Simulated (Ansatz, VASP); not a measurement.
# One calculation of CdS (Greenockite), two programs

Contents of INCAR:

```
SYSTEM = CdS
ALGO     = Normal         ! electronic algorithm
EDIFF    = 1E-6           ! SCF threshold, eV
ENCUT    = 520            ! plane-wave cutoff, eV
GGA      = CA             ! functional
ISIF     = 2              ! what is computed and relaxed
ISMEAR   = -1             ! smearing method
LASPH    = .True.         ! aspherical terms in the spheres
LCHARG   = .False.        ! write CHGCAR
LREAL    = .False.        ! projectors in reciprocal space
LWAVE    = .False.        ! write WAVECAR
NBANDS   = 26             ! bands
NELM     = 60             ! most SCF steps
PREC     = Accurate       ! precision mode
SIGMA    = 0.05           ! smearing width, eV
```

The input KPOINTS:

```
k-points
0
Gamma
  7 7 4
  0 0 0
```

File POSCAR:

```
CdS
1.0
    4.1500000000      0.0000000000      0.0000000000
   -2.0750000000      3.5940054257      0.0000000000
    0.0000000000      0.0000000000      6.7370000000
Cd S
2 2
Direct
    0.6666666667      0.3333333333      0.5000000000
    0.3333333333      0.6666666667      0.0000000000
    0.6666666667      0.3333333333      0.8750000000
    0.3333333333      0.6666666667      0.3750000000
```

Contents of input.yaml:

```yaml
crystal:
  lattice:
    - [4.15, 0.0, 0.0]
    - [-2.075, 3.5940054257, 0.0]
    - [0.0, 0.0, 6.737]
  atoms:
    - { symbol: Cd, position: [0.6666666667, 0.3333333333, 0.5] }
    - { symbol: Cd, position: [0.3333333333, 0.6666666667, 0.0] }
    - { symbol: S, position: [0.6666666667, 0.3333333333, 0.875] }
    - { symbol: S, position: [0.3333333333, 0.6666666667, 0.375] }
kpoints:
  mp_grid: { grid: [7, 7, 4] }
scf:
  occupations: { method: fermi_dirac, width: 0.05 }
hamiltonian:
  xc: lda
  pseudopotentials: { kind: all_electron, lapw: { basis_error: 0.002 } }
output:
  forces: true
  stress: true
  eigenvalues: true
```

Alike in both runs: task single point; functional LDA; k mesh 7 × 7 × 4; occupations fermi-dirac, width 0.05 eV; no spin polarisation.

|  | VASP | Ansatz |
| --- | --- | --- |
| version | VASP 6.6.1 | Ansatz 0.2.0 |
| potentials or method | VASP PAW LDA potentials, release 64 (Cd, S) | all-electron LAPW, scalar-relativistic |
| plane-wave cutoff (eV) | 520 | see its input |

VASP gave:

| Property | Result |
| --- | --- |
| gap on the k mesh at the Fermi level (eV) | 0.94 |
| least direct gap on the mesh (eV) | 0.94 |
| pressure (GPa) | -2.6 |
| largest component of the traceless stress (GPa) | 0.40 |
| rms of the force components (eV/Å) | 0.037 |

Task: What did Ansatz give for the same quantities?

Result: gap on the k mesh at the Fermi level (eV): 0.91; least direct gap on the mesh (eV): 0.91; pressure (GPa): -3.1; largest component of the traceless stress (GPa): 0.39; rms of the force components (eV/Å): 0.035.

Atom by atom the forces differ by 0.001 eV/Å (rms over components). Ansatz ran all-electron here, so the differences hold the error of VASP's frozen core and of both bases.

Expect the measured gap to be larger: semilocal functionals such as LDA lack the derivative discontinuity.
